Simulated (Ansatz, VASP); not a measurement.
BN: VASP beside Ansatz

```
B N
1.0
     2.45288    0.00000    0.00000
    -1.22644    2.12425    0.00000
     0.00000    0.00000    6.52522
B N
2 2
Direct
  0.33333 0.66667 0.25000
  0.66667 0.33333 0.75000
  0.33333 0.66667 0.75000
  0.66667 0.33333 0.25000
```

Change from the starting cell: volume scaled by 0.94, PAW files.

Alike in both runs: task electric field gradients; functional PBE; k mesh 11 × 11 × 4; occupations fermi-dirac, width 0.02 eV; no spin polarisation.

|  | VASP | Ansatz |
| --- | --- | --- |
| version | VASP 6.6.1 | Ansatz 0.2.0 |
| potentials or method | VASP PAW PBE potentials, release 64 (B, N) | PAW with Ansatz's default frozen-core files, scalar-relativistic |
| plane-wave cutoff (eV) | 520 | 420 |
| valence electrons in the cell | 16 | 16 |

```csv
,VASP,Ansatz,Ansatz less VASP
gap on the k mesh at the Fermi level (eV),4.41,4.42,+0.007
pressure (GPa),20.5,20.4,-0.07
largest component of the traceless stress (GPa),16.86,16.64,-0.225
Vzz of the field gradient on the site that differs most (V/Å²),36.6,29.4,-7.20
```

With one functional, cell and mesh, what is left measures potentials, basis and numerics.

Caveats: so large a pressure means that the cell lies far from this level's equilibrium, or that cutoff or potentials fall short (VASP); an odd mesh through Γ misses points on the zone boundary, where band edges often lie; this functional lacks dispersion, which binds the layers, so the pressure and a relaxed spacing across them are unreliable.
